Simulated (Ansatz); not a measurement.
# Rb (I4_1/amd) in Ansatz: equation of state

Aim: energy against volume of Rb in PBE, for its equilibrium volume and stiffness.

Program: Ansatz 0.2.0. These are calculated values, not measurements. Logs are shortened: lines on timing, memory, paths and dates and some standing lists are left out, and cuts for length are marked.

### Step 1. The structure

Symmetry: I4_1/amd, No. 141, tetragonal system. Conventional cell: a = 4.758 Å, b = 4.758 Å, c = 16.977 Å, α = 90.00°, β = 90.00°, γ = 90.00°.

This isn't the form of Rb at room conditions, which is bcc.

### Step 2. Single point, PBE, 90.32 Å³/atom (volume scaled by 0.94)

The input, input.yaml:

```yaml
crystal:
  lattice:
    - [-2.3304235976, 2.3304235976, 8.3153822339]
    - [2.3304235976, -2.3304235976, 8.3153822339]
    - [2.3304235976, 2.3304235976, -8.3153822339]
  atoms:
    - { symbol: Rb, position: [0.5, 0.5, 0.0] }
    - { symbol: Rb, position: [0.25, 0.75, 0.5] }
hamiltonian:
  xc: pbe
  pseudopotentials: { kind: paw }
kpoints:
  mp_grid: { grid: [8, 8, 8] }
scf:
  occupations: { method: fermi_dirac, width: 0.05 }
output:
  forces: true
  stress: true
  eigenvalues: true
```

Potentials or basis: Ansatz PAW.

On the command line:

```
$ ansatz run input.yaml --threads 2 --pin off --max-ram 5120MiB --backend cpu --events-out ev --progress --plain --runs-dir out
```

What it wrote:

```text
Warning: RAYON_NUM_THREADS=2 ignored (pool sized by the plan → 2); use --threads N
basis.fft_grid_basis auto: the FFT boxes are laid along the combinations [[1, 0, 1], [0, 1, 1], [0, 0, 1]] of the cell's own vectors, 4.661, 4.661 and 8.945 Å long. The dense box has 32×32×60 points. Along the cell's own vectors, as sized, it would have 60×60×60, 3.52 times as many. Of the 16 symmetry operations that the crystal satisfies within crystal.symmetry.tolerance (time reversal apart; of a slab, those that keep its plane) the dense box along the cell's own vectors carries 16, and the one as laid loses 12 of those. basis.fft_grid_basis: typed keeps the cell's own vectors: state it where this run's energies or levels are differenced outside the engine with another run's, or held beside a run that keeps those vectors.
Engine: ansatz 0.2.0, x86_64-unknown-linux-gnu
Pseudopotentials: kind: paw
Pseudopotential: Rb, paw, valence charge 9, recommended cutoff 420 eV (normal), Rb.paw.azcp
Functional definition: PBE
  parameter kappa = 0.804
  parameter beta = 0.06672455060314922
  exchange = pbe_x(kappa = kappa, mu = beta*pi^2/3)
  correlation = pbe_c(beta = beta)
Crystal: 2 atoms, lattice volume = 180.639 Å³
Basis set: ecut = 420 eV, 3515 PW (Γ), FFT grids on a1+a3, a2+a3, a3, exchange–correlation on 64×64×120 points (8 copies of the dense FFT grid, shifted against one another)
Bands: 13, of which v1, the nominal top of the filled ones, is band 9 counted from 1 (8 counted from 0)
Symmetry: 16 space group operations
Space group: I41/amd (ITA 141), of the structure as read, at distance tolerance 5.7e-5 Å
k-points: 59 of 512
Non-local potential: Rb, projectors of the file, l = 0: 3, l = 1: 2, l = 2: 2
PAW form: soft (Blöchl's): semilocal exchange-correlation on the pseudo side does not see the compensation charge
PAW one-centre angular grid: Rb, 110 points (default); XC on 64 Gauss nodes
Initial density: superposition of atomic densities (neutral atoms: chi_scale 0, normalization atom), corrected by the library's trained network
Initial wavefunctions: pseudopotential atomic-orbital guess
Functional: x = pbe(κ = 0.804, μ = 0.2195149727645171), c = pbe(β = 0.06672455060314922)
SCF iter   1: F=—  HF=-6534.588161 eV  |F-HF|=—  |Δ(HF+E_count)|=         —  Δρ=4.94e-4  dr2=1.22e-3  ethr=1.77e-3  ⟨swp⟩=7.5  Hψ=5112  notcnv=0
preconditioner: auto → Kerker (q_TF=auto, 1.858 Å⁻¹)  [metal: Δε(μ)=0.073 eV  Ē_g=2.234 eV  σ=0.050 eV  W_gap=0.32  n_scr=20 (ndim 8)  ℏωp=3.9 eV  f_vac=0.000  D(μ)=1.62/eV (n_scr^D=2)]
SCF iter   2: F=—  HF=-6534.589193 eV  |F-HF|=—  |Δ(HF+E_count)|=   1.03e-3  Δρ=3.47e-4  dr2=5.87e-4  ethr=6.79e-6  ⟨swp⟩=2.6  Hψ=1847  notcnv=0
SCF iter   3: F=—  HF=-6534.589354 eV  |F-HF|=—  |Δ(HF+E_count)|=   1.61e-4  Δρ=1.79e-4  dr2=1.14e-4  ethr=3.26e-6  ⟨swp⟩=2.5  Hψ=1154  notcnv=0
SCF iter   4: F=—  HF=-6534.589372 eV  |F-HF|=—  |Δ(HF+E_count)|=   1.82e-5  Δρ=1.30e-4  dr2=4.54e-5  ethr=6.33e-7  ⟨swp⟩=1.0  Hψ=767  notcnv=0
SCF iter   5: F=—  HF=-6534.589385 eV  |F-HF|=—  |Δ(HF+E_count)|=   1.27e-5  Δρ=3.56e-5  dr2=5.41e-6  ethr=2.52e-7  ⟨swp⟩=1.8  Hψ=832  notcnv=0
SCF iter   6: F=—  HF=-6534.589385 eV  |F-HF|=—  |Δ(HF+E_count)|=   3.02e-7  Δρ=1.43e-5  dr2=6.60e-7  ethr=3.00e-8  ⟨swp⟩=2.0  Hψ=892  notcnv=0
SCF iter   7: F=—  HF=-6534.589385 eV  |F-HF|=—  |Δ(HF+E_count)|=   2.00e-8  Δρ=6.61e-6  dr2=1.16e-7  ethr=3.66e-9  ⟨swp⟩=1.7  Hψ=1036  notcnv=0
SCF iter   8: F=-6534.589385 eV  HF=-6534.589385 eV  |F-HF|=4.66e-10  |Δ(HF+E_count)|=   1.23e-8  Δρ=1.24e-6  dr2=3.94e-9  ethr=5.56e-10  ⟨swp⟩=4.5  Hψ=3052  notcnv=0
SCF 1 converged in 8 iterations: F = -6534.589385 eV  dr2 = 3.94e-9
SCF converged after 8 iterations
Free energy (F): -6534.589385 eV
Harris-Foulkes:  -6534.589385 eV  (|F-HF|=4.66e-10)
Internal energy: -6534.575926 eV  (E = F + TS)
E sigma→0 (E₀):  -6534.582655 eV
Entropy (-TS):   -0.013459 eV (-6.730 meV/atom)
Fermi energy:    2.001169 eV
--- Per-component energies (eV) ---
  E_band       = -238.325633
  E_kinetic    = 381.515978
  E_local      = -1429.208045  (includes V_loc(G=0)·N_el)
  E_nonlocal   = 347.327489
  E_hartree    = 403.176501
  E_xc         = -258.532782
  E_vxc        = -270.350037  (∫ρ·V_xc dr)
  E_paw        = -5236.063702  (= ΣΔE_a)
  E_vpaw       = -73.965512  (= ΣTr[D̂ρ^β])
  E_aug_tail   = -0.000002  (compensation charges beyond the density's cutoff)
  E_ewald      = -742.791363
  E_smearing   = -0.013459  (= −TS)
  E_closure    = 0.000000  (closes the sum)
  Σ components = -6534.589385   (vs F -6534.589385, Δ=0.00e0)
--- Forces (eV/Å), atoms counted from 1 ---
  atom   1  Rb    -0.00000000     0.00000000     0.00000000
  atom   2  Rb    -0.00000000     0.00000000     0.00000000
  max |Σ_I F_I| component: 5.20e-18 eV/Å
--- Stress (GPa, compression-positive) ---
        0.131271       0.000000       0.000000
        0.000000       0.131271      -0.000000
        0.000000       0.000000       0.220194
  P = ⅓ Tr σ = 0.1609 GPa (1.609 kbar)
--- Band table (eV; the first three rows and the last of 59) ---
  k-point 0: bands = ["-26.9917", "-26.9860", "-11.1495", "-11.0310", "-11.0310", "-11.0242", "-11.0242", "-11.0190", "0.0067", "2.1106", "2.6029", "4.5594", "4.5659"]
  k-point 1: bands = ["-26.9904", "-26.9851", "-11.1419", "-11.0486", "-11.0455", "-11.0405", "-11.0374", "-11.0170", "0.2772", "2.4077", "2.6853", "4.5106", "4.5357"]
  k-point 2: bands = ["-26.9870", "-26.9830", "-11.1256", "-11.0842", "-11.0787", "-11.0772", "-11.0653", "-11.0208", "1.0398", "2.9754", "3.1547", "4.1924", "4.4450"]
  k-point 58: bands = ["-26.9888", "-26.9888", "-11.0851", "-11.0851", "-11.0383", "-11.0383", "-11.0169", "-11.0169", "0.6719", "0.6719", "4.0116", "4.0116", "4.8036"]
```

It took 4.6 s on 2 threads of Intel Xeon at 2.70GHz, shared host; peak memory 0.46 GiB.

Results:

| Item | Value |
| --- | --- |
| Free energy | -6534.5894 eV |
| Pressure | 0.2 GPa |
| Band gap on the k mesh | none (metal or under the smearing width) |

### Step 3. Single point, PBE, 92.24 Å³/atom (volume scaled by 0.96)

input.yaml, as its differences from that of step 2:

```diff
@@ -2,5 +2,5 @@
   lattice:
-    - [-2.3304235976, 2.3304235976, 8.3153822339]
-    - [2.3304235976, -2.3304235976, 8.3153822339]
-    - [2.3304235976, 2.3304235976, -8.3153822339]
+    - [-2.3468355721, 2.3468355721, 8.3739431931]
+    - [2.3468355721, -2.3468355721, 8.3739431931]
+    - [2.3468355721, 2.3468355721, -8.3739431931]
   atoms:
```

Potentials or basis: Ansatz PAW.

On the command line:

```
$ ansatz run input.yaml --threads 2 --pin off --max-ram 5120MiB --backend cpu --events-out ev --progress --plain --runs-dir out
```

What it wrote:

```text
Warning: RAYON_NUM_THREADS=2 ignored (pool sized by the plan → 2); use --threads N
basis.fft_grid_basis auto: the FFT boxes are laid along the combinations [[1, 0, 1], [0, 1, 1], [0, 0, 1]] of the cell's own vectors, 4.694, 4.694 and 9.008 Å long. The dense box has 32×32×64 points. Along the cell's own vectors, as sized, it would have 64×64×64, 4.00 times as many. Of the 16 symmetry operations that the crystal satisfies within crystal.symmetry.tolerance (time reversal apart; of a slab, those that keep its plane) the dense box along the cell's own vectors carries 16, and the one as laid loses 12 of those. basis.fft_grid_basis: typed keeps the cell's own vectors: state it where this run's energies or levels are differenced outside the engine with another run's, or held beside a run that keeps those vectors.
[... 8 set-up lines as earlier in the session ...]
Crystal: 2 atoms, lattice volume = 184.483 Å³
Basis set: ecut = 420 eV, 3595 PW (Γ), FFT grids on a1+a3, a2+a3, a3, exchange–correlation on 64×64×128 points (8 copies of the dense FFT grid, shifted against one another)
Bands: 13, of which v1, the nominal top of the filled ones, is band 9 counted from 1 (8 counted from 0)
[... 2 set-up lines as earlier in the session ...]
k-points: 59 of 512
[... 6 set-up lines as earlier in the session ...]
SCF iter   1: F=—  HF=-6534.591307 eV  |F-HF|=—  |Δ(HF+E_count)|=         —  Δρ=4.72e-4  dr2=1.18e-3  ethr=1.77e-3  ⟨swp⟩=7.6  Hψ=5112  notcnv=0
preconditioner: auto → Kerker (q_TF=auto, 1.851 Å⁻¹)  [metal: Δε(μ)=0.069 eV  Ē_g=2.218 eV  σ=0.050 eV  W_gap=0.30  n_scr=20 (ndim 8)  ℏωp=3.9 eV  f_vac=0.000  D(μ)=1.63/eV (n_scr^D=2)]
SCF iter   2: F=—  HF=-6534.592244 eV  |F-HF|=—  |Δ(HF+E_count)|=   9.37e-4  Δρ=3.30e-4  dr2=5.70e-4  ethr=6.56e-6  ⟨swp⟩=2.7  Hψ=1887  notcnv=0
SCF iter   3: F=—  HF=-6534.592387 eV  |F-HF|=—  |Δ(HF+E_count)|=   1.43e-4  Δρ=1.73e-4  dr2=1.13e-4  ethr=3.16e-6  ⟨swp⟩=2.2  Hψ=981  notcnv=0
SCF iter   4: F=—  HF=-6534.592408 eV  |F-HF|=—  |Δ(HF+E_count)|=   2.10e-5  Δρ=1.26e-4  dr2=4.15e-5  ethr=6.26e-7  ⟨swp⟩=1.0  Hψ=767  notcnv=0
SCF iter   5: F=—  HF=-6534.592515 eV  |F-HF|=—  |Δ(HF+E_count)|=   1.07e-4  Δρ=3.32e-5  dr2=5.11e-6  ethr=2.30e-7  ⟨swp⟩=1.8  Hψ=836  notcnv=0
SCF iter   6: F=—  HF=-6534.592515 eV  |F-HF|=—  |Δ(HF+E_count)|=   2.00e-7  Δρ=1.51e-5  dr2=7.06e-7  ethr=2.84e-8  ⟨swp⟩=1.9  Hψ=875  notcnv=0
SCF iter   7: F=—  HF=-6534.592515 eV  |F-HF|=—  |Δ(HF+E_count)|=   1.61e-8  Δρ=6.54e-6  dr2=1.09e-7  ethr=3.92e-9  ⟨swp⟩=1.6  Hψ=1013  notcnv=0
SCF iter   8: F=-6534.592515 eV  HF=-6534.592515 eV  |F-HF|=5.46e-10  |Δ(HF+E_count)|=   1.48e-8  Δρ=1.06e-6  dr2=3.11e-9  ethr=5.56e-10  ⟨swp⟩=4.6  Hψ=3141  notcnv=0
SCF 1 converged in 8 iterations: F = -6534.592515 eV  dr2 = 3.11e-9
SCF converged after 8 iterations
Free energy (F): -6534.592515 eV
Harris-Foulkes:  -6534.592515 eV  (|F-HF|=5.46e-10)
Internal energy: -6534.578968 eV  (E = F + TS)
E sigma→0 (E₀):  -6534.585742 eV
Entropy (-TS):   -0.013547 eV (-6.774 meV/atom)
Fermi energy:    1.911294 eV
--- Per-component energies (eV) ---
  E_band       = -240.005682
  E_kinetic    = 381.425612
  E_local      = -1437.842929  (includes V_loc(G=0)·N_el)
  E_nonlocal   = 347.291545
  E_hartree    = 406.674198
  E_xc         = -258.472787
  E_vxc        = -270.269886  (∫ρ·V_xc dr)
  E_paw        = -5236.057757  (= ΣΔE_a)
  E_vpaw       = -73.959753  (= ΣTr[D̂ρ^β])
  E_aug_tail   = -0.000002  (compensation charges beyond the density's cutoff)
  E_ewald      = -737.596848
  E_smearing   = -0.013547  (= −TS)
  E_closure    = -0.000000  (closes the sum)
  Σ components = -6534.592515   (vs F -6534.592515, Δ=0.00e0)
--- Forces (eV/Å), atoms counted from 1 ---
  atom   1  Rb     0.00000000     0.00000000    -0.00000000
  atom   2  Rb    -0.00000000    -0.00000000     0.00000000
  max |Σ_I F_I| component: 5.20e-18 eV/Å
--- Stress (GPa, compression-positive) ---
        0.075319       0.000000      -0.000000
        0.000000       0.075319       0.000000
       -0.000000      -0.000000       0.152517
  P = ⅓ Tr σ = 0.1011 GPa (1.011 kbar)
--- Band table (eV; the first three rows and the last of 59) ---
  k-point 0: bands = ["-27.0871", "-27.0819", "-11.2387", "-11.1288", "-11.1288", "-11.1224", "-11.1224", "-11.1170", "-0.0539", "2.0238", "2.5035", "4.4677", "4.4740"]
  k-point 1: bands = ["-27.0858", "-27.0811", "-11.2316", "-11.1451", "-11.1423", "-11.1375", "-11.1347", "-11.1153", "0.2117", "2.3156", "2.5890", "4.4122", "4.4360"]
  k-point 2: bands = ["-27.0828", "-27.0792", "-11.2165", "-11.1784", "-11.1733", "-11.1717", "-11.1607", "-11.1188", "0.9617", "2.8845", "3.0559", "4.0961", "4.3334"]
  k-point 58: bands = ["-27.0845", "-27.0845", "-11.1786", "-11.1786", "-11.1355", "-11.1355", "-11.1156", "-11.1156", "0.5997", "0.5997", "3.9203", "3.9203", "4.7012"]
```

Wall time 4.1 s (2 threads of Intel Xeon at 2.70GHz, shared host); peak memory 0.47 GiB.

Results:

| Item | Value |
| --- | --- |
| Free energy | -6534.5925 eV |
| Pressure | 0.1 GPa |
| Band gap on the k mesh | none (metal or under the smearing width) |

### Step 4. Single point, PBE, 94.16 Å³/atom (volume scaled by 0.98)

input.yaml, as its differences from that of step 3:

```diff
@@ -2,5 +2,5 @@
   lattice:
-    - [-2.3468355721, 2.3468355721, 8.3739431931]
-    - [2.3468355721, -2.3468355721, 8.3739431931]
-    - [2.3468355721, 2.3468355721, -8.3739431931]
+    - [-2.3630211565, 2.3630211565, 8.4316963505]
+    - [2.3630211565, -2.3630211565, 8.4316963505]
+    - [2.3630211565, 2.3630211565, -8.4316963505]
   atoms:
```

On the command line:

```
$ ansatz run input.yaml --threads 2 --pin off --max-ram 5120MiB --backend cpu --events-out ev --progress --plain --runs-dir out
```

Run time: 3.6 s. Hardware: 2 threads of Intel Xeon at 2.70GHz, shared host; peak memory 0.47 GiB.

Results (log left out):

```
Free energy            : -6534.5943 eV
Pressure               : 0.0 GPa
Band gap on the k mesh : none (metal or under the smearing width)
```

### Step 5. Single point, PBE, 96.08 Å³/atom

input.yaml, as its differences from that of step 4:

```diff
@@ -2,5 +2,5 @@
   lattice:
-    - [-2.3630211565, 2.3630211565, 8.4316963505]
-    - [2.3630211565, -2.3630211565, 8.4316963505]
-    - [2.3630211565, 2.3630211565, -8.4316963505]
+    - [-2.378988, 2.378988, 8.488669]
+    - [2.378988, -2.378988, 8.488669]
+    - [2.378988, 2.378988, -8.488669]
   atoms:
```

On the command line:

```
$ ansatz run input.yaml --threads 2 --pin off --max-ram 5120MiB --backend cpu --events-out ev --progress --plain --runs-dir out
```

It took 4.4 s on 2 threads of Intel Xeon at 2.70GHz, shared host; peak memory 0.47 GiB.

Results (log left out):

* Free energy: -6534.5948 eV
* Pressure: 0.0 GPa
* Band gap on the k mesh: none (metal or under the smearing width)

### Step 6. Single point, PBE, 98.01 Å³/atom (volume scaled by 1.02)

input.yaml, as its differences from that of step 5:

```diff
@@ -2,5 +2,5 @@
   lattice:
-    - [-2.378988, 2.378988, 8.488669]
-    - [2.378988, -2.378988, 8.488669]
-    - [2.378988, 2.378988, -8.488669]
+    - [-2.3947433466, 2.3947433466, 8.5448869893]
+    - [2.3947433466, -2.3947433466, 8.5448869893]
+    - [2.3947433466, 2.3947433466, -8.5448869893]
   atoms:
@@ -19 +19,5 @@
   eigenvalues: true
+  write_density: true
+  write_potential: true
+  elf: true
+  volumetric_format: npy
```

Potentials or basis: Ansatz PAW.

On the command line:

```
$ ansatz run input.yaml --threads 2 --pin off --max-ram 5120MiB --backend cpu --events-out ev --progress --plain --runs-dir out
```

Run time: 7.4 s. Hardware: 2 threads of Intel Xeon at 2.70GHz, shared host; peak memory 0.52 GiB.

It converged, with:

```yaml
Free_energy: -6534.5942 eV
Pressure: 0.0 GPa
Band_gap_on_the_k_mesh: none (metal or under the smearing width)
```

### Step 7. Single point, PBE, 99.93 Å³/atom (volume scaled by 1.04)

input.yaml, as its differences from that of step 6:

```diff
@@ -2,5 +2,5 @@
   lattice:
-    - [-2.3947433466, 2.3947433466, 8.5448869893]
-    - [2.3947433466, -2.3947433466, 8.5448869893]
-    - [2.3947433466, 2.3947433466, -8.5448869893]
+    - [-2.4102940638, 2.4102940638, 8.6003748233]
+    - [2.4102940638, -2.4102940638, 8.6003748233]
+    - [2.4102940638, 2.4102940638, -8.6003748233]
   atoms:
```

On the command line:

```
$ ansatz run input.yaml --threads 2 --pin off --max-ram 5120MiB --backend cpu --events-out ev --progress --plain --runs-dir out
```

Wall time 5.7 s (2 threads of Intel Xeon at 2.70GHz, shared host); peak memory 0.52 GiB.

Results (log left out):

* Free energy: -6534.5926 eV
* Pressure: -0.1 GPa
* Band gap on the k mesh: none (metal or under the smearing width)

### Step 8. Single point, PBE, 101.85 Å³/atom (volume scaled by 1.06)

The input, input.yaml:

```yaml
crystal:
  lattice:
    - [-2.4256466692, 2.4256466692, 8.6551557577]
    - [2.4256466692, -2.4256466692, 8.6551557577]
    - [2.4256466692, 2.4256466692, -8.6551557577]
  atoms:
    - { symbol: Rb, position: [0.5, 0.5, 0.0] }
    - { symbol: Rb, position: [0.25, 0.75, 0.5] }
hamiltonian:
  xc: pbe
  pseudopotentials: { kind: paw }
kpoints:
  mp_grid: { grid: [8, 8, 8] }
scf:
  occupations: { method: fermi_dirac, width: 0.05 }
output:
  forces: true
  stress: true
  eigenvalues: true
```

On the command line:

```
$ ansatz run input.yaml --threads 2 --pin off --max-ram 5120MiB --backend cpu --events-out ev --progress --plain --runs-dir out
```

Run time: 4.5 s. Hardware: 2 threads of Intel Xeon at 2.70GHz, shared host; peak memory 0.5 GiB.

Results (log left out):

```yaml
Free_energy: -6534.5900 eV
Pressure: -0.1 GPa
Band_gap_on_the_k_mesh: none (metal or under the smearing width)
```

### Step 9. Equation of state, PBE

Potentials or basis: Ansatz PAW.

This step only gathers the single runs of the series.

What came out:

```yaml
Equilibrium_volume: 95.98 Å³/atom
Bulk_modulus_at_fixed_shape_and_positions: 2.4 GPa
Pressure_derivative_of_the_bulk_modulus: 3.8
```

Energy against volume, from the lowest point:
| volume (Å³/atom) | energy (meV/atom) |
| --- | --- |
| 90.320 | 2.71 |
| 92.241 | 1.14 |
| 94.163 | 0.26 |
| 96.085 | 0.00 |
| 98.006 | 0.30 |
| 99.928 | 1.12 |
| 101.850 | 2.41 |

Caveat: the cell was scaled at fixed shape and fractional positions, which overstates the stiffness of a crystal with free parameters, most of all of layers and chains.
